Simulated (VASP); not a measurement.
Crystal: ZnS.

```
CELL_PARAMETERS angstrom
0.00000 2.68033 2.68033
2.68033 0.00000 2.68033
2.68033 2.68033 0.00000
ATOMIC_POSITIONS crystal
Zn 0.25000 0.25000 0.25000
S 0.00000 0.00000 0.00000
```

Base run:

* Program: VASP 6.6.1
* Functional: HSE06
* Potentials or basis: VASP PAW PBE potentials, release 64 (Zn, S)
* Cutoff: 520 eV
* k mesh: 8 × 8 × 8
* Occupations: gaussian, width 0.03 eV
* Spin: no spin polarisation

Its results: band gap on the k mesh 3.46 eV, direct; pressure 2.9 GPa.

Task: The run is repeated on the same cell with these changes: functional from HSE06 to PBE; further incar settings from ALGO = Normal; EDIFF = 1e-06; NBANDS = 16 to ALGO = Fast; EDIFF = 1e-06; NBANDS = 16. What comes out?

Result: Band gap on the k mesh 2.22 eV, direct; pressure 3.8 GPa.

Caveats: the PAW data sets were made with another functional, which shifts forces and pressure a little (some runs).
